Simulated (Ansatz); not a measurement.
Reaction (formal exchange of groups at a C–C bond): `O=Cc1ccccc1` + `C#N` → `N#CC=O` + `c1ccccc1`

Gas-phase electronic energies from Ansatz, PBE0-D4/def2-TZVP geometries. CCSD(T)/CBS adds triple-zeta CCSD(T) − MP2 to the extrapolated MP2 energy (def2 sets, frozen cores). This one scheme is used for every species. Functionals use def2-TZVPP. B3LYP here is the variant with VWN-RPA as its local correlation; programs differ in this. HSE06 is defined as in plane-wave codes. One conformer a species, not always the lowest.

```tsv
level	ΔE (kJ/mol)	difference from CCSD(T)/CBS
LDA (SPW92)	41.0	1.8
PBE-D4	34.9	-4.3
revPBE-D4	35.4	-3.8
BLYP-D4	35.5	-3.7
r2SCAN-D4	38.3	-0.9
PBE0-D4	37.6	-1.6
B3LYP-D4	37.6	-1.6
r2SCAN0-D4	40.2	1.0
HSE06-D4	37.5	-1.7
BHLYP-D4	40.6	1.4
CAM-B3LYP-D4	38.9	-0.3
ωB97X-V	38.0	-1.2
ωB97M-V	38.2	-1.0
B2PLYP	35.3	-3.9
PBE-QIDH	38.6	-0.6
PBE	31.1	-8.1
revPBE	26.7	-12.5
BLYP	28.2	-11.0
r2SCAN	37.0	-2.2
PBE0	34.2	-5.0
B3LYP	31.9	-7.3
r2SCANh	37.6	-1.6
r2SCAN0	38.6	-0.6
HSE06	34.3	-4.9
BHLYP	36.1	-3.1
CAM-B3LYP	35.3	-3.9
LC-ωPBE	35.0	-4.2
MP2/def2-SVP	39.7	0.5
CCSD/def2-SVP	36.0	-3.2
CCSD(T)/def2-SVP	37.3	-1.9
HF/def2-TZVPP	36.1	-3.1
MP2/def2-TZVPP	39.9	0.7
SCS-MP2/def2-TZVPP	36.1	-3.1
CCSD/def2-TZVPP	36.7	-2.5
HF/def2-QZVPP	35.9	-3.3
MP2/def2-QZVPP	40.6	1.4
SCS-MP2/def2-QZVPP	36.9	-2.3
HF/CBS(def2)	35.8	-3.4
MP2/CBS(def2)	41.3	2.1
CCSD/CBS(def2)	38.1	-1.1
CCSD(T)/CBS	39.2	0
```

Largest T1 diagnostic among the species: 0.016.

The D4 term adds +5.7 kJ/mol with B3LYP and +3.4 kJ/mol with PBE0; it sums over pairs of atoms, weighted by their polarisabilities, and B3LYP, whose exchange is more repulsive, gets the larger term. From PBE to PBE0 (25 % exact exchange), in def2-TZVPP and without D4, ΔE moves by +3.1 kJ/mol. Leaving LDA and LC-ωPBE aside and taking each functional with its dispersion term where it has one, the values spread over 5.7 kJ/mol, from PBE-D4 to BHLYP-D4. LDA lies +9.9 kJ/mol from PBE without D4.

CCSD(T)/CBS has its own doubt, a few kJ/mol and more with outer-core shells, so smaller differences from it don't rank the levels.
